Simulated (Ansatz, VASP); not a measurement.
## One calculation of Cd, two programs

Contents of INCAR:

```
ALGO = Fast
EDIFF = 1E-6
ENCUT = 520
GGA = PS
ISIF = 2
ISMEAR = -1
LASPH = T
LCHARG = F
LREAL = F
LWAVE = F
NBANDS = 19
NELM = 100
PREC = Accurate
SIGMA = 0.05
```

Contents of KPOINTS:

```
k-points
0
Gamma
  8 8 4
```

File POSCAR:

```
Cd
1.0
    2.9788700000      0.0000000000      0.0000000000
   -1.4894350000      2.5797770946      0.0000000000
    0.0000000000      0.0000000000      5.6176500000
Cd
2
Direct
    0.6666666667      0.3333333333      0.7500000000
    0.3333333333      0.6666666667      0.2500000000
```

The input input.yaml:

```yaml
crystal:
  lattice:
    - [2.97887, 0.0, 0.0]
    - [-1.489435, 2.5797770946, 0.0]
    - [0.0, 0.0, 5.61765]
  atoms:
    - { symbol: Cd, position: [0.6666666667, 0.3333333333, 0.75] }
    - { symbol: Cd, position: [0.3333333333, 0.6666666667, 0.25] }
kpoints:
  mp_grid: { grid: [8, 8, 4] }
  band_path:
    path:
      - [0.0, 0.0, 0.0]
      - [0.5, 0.0, 0.0]
      - [0.3333333333, 0.3333333333, 0.0]
      - [0.0, 0.0, 0.0]
      - [0.0, 0.0, 0.5]
      - [0.5, 0.0, 0.5]
      - [0.3333333333, 0.3333333333, 0.5]
      - [0.0, 0.0, 0.5]
    npoints: 6
scf:
  occupations: { method: fermi_dirac, width: 0.05 }
hamiltonian:
  xc: pbesol
  pseudopotentials: { kind: all_electron, lapw: { basis_error: 0.001 } }
output:
  forces: true
  stress: true
  eigenvalues: true
```

Alike in both runs: functional PBEsol; k mesh 8 × 8 × 4; occupations fermi-dirac, width 0.05 eV; no spin polarisation.

|  | VASP | Ansatz |
| --- | --- | --- |
| version | VASP 6.6.1 | Ansatz 0.2.0 |
| potentials or method | VASP PAW PBE potentials, release 64 (Cd) | all-electron LAPW, scalar-relativistic |
| plane-wave cutoff (eV) | 520 | see its input |
| task | single point | band structure |

Ansatz gave:

```
gap on the k mesh at the Fermi level (eV)       : none
pressure (GPa)                                  : -1.3
largest component of the traceless stress (GPa) : 1.92
```

**Question.** Which values does VASP return?

**Answer.** gap on the k mesh at the Fermi level (eV): none; pressure (GPa): -0.9; largest component of the traceless stress (GPa): 2.06.

A gap of «none» marks a metal or a gap that the smearing closes. Ansatz ran all-electron here, so the differences hold the error of VASP's frozen core and of both bases.

Caveats: the PAW data sets were made with another functional, which shifts forces and pressure a little (VASP); the k mesh is thin for a metal, which can move the energy by tens of meV per atom (Ansatz).
